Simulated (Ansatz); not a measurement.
# A vibration from a frozen displacement in Si7Ge

Method: Ansatz 0.2.0, DFT PBEsol, scalar-relativistic, plane waves, PAW. Cutoff 420 eV, Γ-centred 6×6×6 k-points, Gaussian smearing of 0.03 eV. No spin polarisation. Energies are free energies at this smearing, counted from the undisturbed cell; pressure is positive in compression.

The starting cell (relaxed at this level; it needn't be the usual structure):

```yaml
crystal:
  lattice:
    - [5.45918, 0.00000, 0.00000]
    - [0.00000, 5.45918, 0.00000]
    - [0.00000, 0.00000, 5.45918]
  atoms:
    - { symbol: Si, position: [0.25260, 0.25260, 0.25260] }
    - { symbol: Si, position: [0.00000, 0.50000, 0.50000] }
    - { symbol: Si, position: [0.50000, 0.50000, 0.00000] }
    - { symbol: Si, position: [0.50000, 0.00000, 0.50000] }
    - { symbol: Si, position: [0.74740, 0.25260, 0.74740] }
    - { symbol: Si, position: [0.74740, 0.74740, 0.25260] }
    - { symbol: Si, position: [0.25260, 0.74740, 0.74740] }
    - { symbol: Ge, position: [0.00000, 0.00000, 0.00000] }
```

Atom 8 (Ge) is moved by x along the Cartesian unit vector (0.000, 0.000, 1.000); the cell and all other atoms stay fixed. The cell's volume is 162.70 Å³; the moved atoms weigh 72.630 u together and the others 196.595 u. Some rows repeat others by symmetry and weren't run.

```csv
x (Å),ΔE (meV/cell),total force on the moved atoms along the move (eV/Å),pressure (GPa)
-0.4500,1183.94,4.8812,1.6780
-0.3750,840.37,4.2608,1.1928
-0.3000,547.42,3.5354,0.7802
-0.2250,312.19,2.7255,0.4443
-0.1500,140.14,1.8536,0.1992
-0.0750,35.24,0.9380,0.0496
0.0000,0.00,0.0000,-0.0008
0.0750,35.24,-0.9380,0.0496
0.1500,140.14,-1.8536,0.1992
0.2250,312.19,-2.7255,0.4443
0.3000,547.42,-3.5354,0.7802
0.3750,840.37,-4.2608,1.1928
0.4500,1183.94,-4.8812,1.6780
```

Q: What frequency belongs to this motion?

A: The force constant is k = −dF/dx = 12.507 eV/Å², from the parabola through x = -0.0750, 0 and 0.0750. In every cell the moved atoms swing against the rest, so the mass is μ = m₁m₂/(m₁ + m₂) = 53.036 u, and ν̃ = 521.5 cm⁻¹ × √(|k|/μ) = 253 cm⁻¹. The pattern needn't be a normal mode: ν̃² is then a weighted mean of the squared nonzero frequencies at the zone centre of this cell, taken without macroscopic field, so it lies between the lowest and the highest of them.

Q: How far does the harmonic law reach?

A: At x = -0.450 Å, kx²/2 = 1266.30 meV against the computed 1183.94 meV (-6.5 %): the well is still close to harmonic there.

Q: The pressure changes with x². What does that say about the frequency under compression?

A: With E = k(V)x²/2, k ∝ V^(−2γ) and x scaling with the cell as V^(1/3), P − P0 = −∂E/∂V = (2γ − 2/3) ΔE/V. At x = 0.1500 Å, V(P − P0) = 162.70 × 0.19997 / 160.2 eV = 203.06 meV and ΔE = 140.14 meV, so γ = 1/3 + V(P − P0)/(2ΔE) = 1.06. This is the Grüneisen parameter of the motion under uniform scaling of the cell: shrinking the cell evenly by 1 % in volume raises the frequency by about 1.06 %.

The gap closes along the scan, which can put kinks into the curve.